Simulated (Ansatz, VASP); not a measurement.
# Two plane-wave programs on Se

```
Se
1.0
     3.95346    0.00000    0.00000
    -1.97673    3.42380    0.00000
     0.00000    0.00000    5.12053
Se
3
Direct
  0.25435 0.00000 0.33333
  0.00000 0.25435 0.66667
  0.74565 0.74565 0.00000
```

Alike in both runs: task single point; functional LDA; k mesh 9 × 9 × 6; occupations methfessel-paxton of order 1, width 0.1 eV; no spin polarisation.

```csv
,VASP,Ansatz
version,VASP 6.6.1,Ansatz 0.2.0
potentials or method,"VASP PAW LDA potentials, release 64 (Se)","plane waves (420 eV) with PAW, scalar-relativistic"
plane-wave cutoff (eV),520,420
valence electrons in the cell,18,48
```

Ansatz gave:

- pressure (GPa): 0.0
- largest component of the traceless stress (GPa): 0.02

**Question.** Which values does VASP return?

**Answer.** Pressure (GPa): 0.2; largest component of the traceless stress (GPa): 0.09.

The two sets of potentials don't hold the same shells in valence. Ansatz warned: «pseudo_functional_mismatch».
